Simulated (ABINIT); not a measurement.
Write the native input for ABINIT 10.8.3 (patched build) that does the following.

```
Task                                            : single point
Functional                                      : PBE
Potentials or basis                             : JTH PAW PBE v2.0
Cutoff                                          : 408 eV
k mesh                                          : 9 × 9 × 5
Occupations                                     : fermi-dirac, width 0.05 eV
Spin                                            : no spin polarisation
Fine-grid cutoff                                : 816.342 eV
Exchange and correlation inside the PAW spheres : full angular mesh (pawxcdev 0, this build's default; the released program takes 1)
```

The structure of Sc lies in POSCAR:

```
Sc
1.0
    3.3090000000      0.0000000000      0.0000000000
   -1.6545000000      2.8656780611      0.0000000000
    0.0000000000      0.0000000000      5.2733000000
Sc
2
Direct
    0.6666666667      0.3333333333      0.7500000000  Sc
    0.3333333333      0.6666666667      0.2500000000  Sc
```

These files were run (other wordings do the same):

run.abi

```
# Pseudopotentials
pp_dirpath "./"
pseudos "Sc.GGA_PBE-JTH.xml"

# Structure
structure "poscar:POSCAR"
natom 2

# Plane-wave basis
ecut 15.0
pawecutdg 30.0

# k points
kptopt 1
ngkpt 9 9 5
nshiftk 1
shiftk 0.0 0.0 0.0

# Exchange and correlation
ixc 11

# Bands and occupations
nband 15
occopt 3
tsmear 0.05 eV

# SCF cycle
nstep 100
tolvrs 1.0e-9

# Output
iomode 3
prtwf 0
prtden 0
prteig 0
prtebands 0
enunit 2
```

Potentials or basis: JTH PAW PBE v2.0.

The run is started by

```sh
$ abinit run.abi > log 2>&1
```

Results of the run:

```
Pressure                                              : -0.8 GPa
Band gap on the k mesh                                : none (metal or under the smearing width)
Valence electrons inside the program's atomic spheres : Sc 9.10 (radii [1.2756] Å)
```

Run time: 15 s on 1 thread of Arm Neoverse V2, with other jobs on the host, peak memory 0.11 GiB.
